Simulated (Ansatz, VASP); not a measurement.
Two plane-wave programs on AlNi

File INCAR:

```
PREC = Accurate
ENCUT = 520
EDIFF = 1E-7
ISMEAR = 0
SIGMA = 0.1
LREAL = F
LASPH = T
NELM = 80
ALGO = Fast
ISIF = 2
LWAVE = F
LCHARG = F
GGA = PE
IVDW = 12
NBANDS = 14
```

File KPOINTS:

```
Automatic mesh
0
Gamma
  6 6 6
```

POSCAR

```
AlNi
1.0
    2.8810000000      0.0000000000      0.0000000000
    0.0000000000      2.8810000000      0.0000000000
    0.0000000000      0.0000000000      2.8810000000
Al Ni
1 1
Direct
    0.0000000000      0.0000000000      0.0000000000
    0.5000000000      0.5000000000      0.5000000000
```

Input for Ansatz:

```yaml
crystal:
  lattice:
    - [2.881, 0.0, 0.0]
    - [0.0, 2.881, 0.0]
    - [0.0, 0.0, 2.881]
  atoms:
    - { symbol: Al, position: [0.0, 0.0, 0.0] }
    - { symbol: Ni, position: [0.5, 0.5, 0.5] }
basis:
  ecutwfc: 420
kpoints:
  mp_grid: { grid: [6, 6, 6] }
hamiltonian:
  xc: pbe
  dispersion: d3bj
scf:
  occupations: { method: gaussian, width: 0.1 }
output:
  forces: true
  stress: true
  eigenvalues: true
```

Alike in both runs: task single point; functional PBE; dispersion D3(BJ); k mesh 6 × 6 × 6; occupations gaussian, width 0.1 eV; no spin polarisation.

```csv
,VASP,Ansatz
version,VASP 6.6.1,Ansatz 0.2.0
potentials or method,"VASP PAW PBE potentials, release 64 (Al, Ni)","scalar-relativistic, plane waves, PAW"
plane-wave cutoff (eV),520,420
valence electrons in the cell,13,21
```

|  | VASP | Ansatz | Ansatz less VASP |
| --- | --- | --- | --- |
| gap on the k mesh at the Fermi level (eV) | none | none | - |
| pressure (GPa) | -4.0 | -3.8 | +0.22 |

A gap of «none» marks a metal or a gap that the smearing closes. The two sets of potentials don't hold the same shells in valence.

Caveats: the k mesh is coarse (spacing up to 0.36 Å⁻¹), so the values aren't converged; pairwise dispersion overbinds metals, which lowers pressure and volume. Spin polarisation is off, so any magnetic state and its effect on volume and gap are missing.
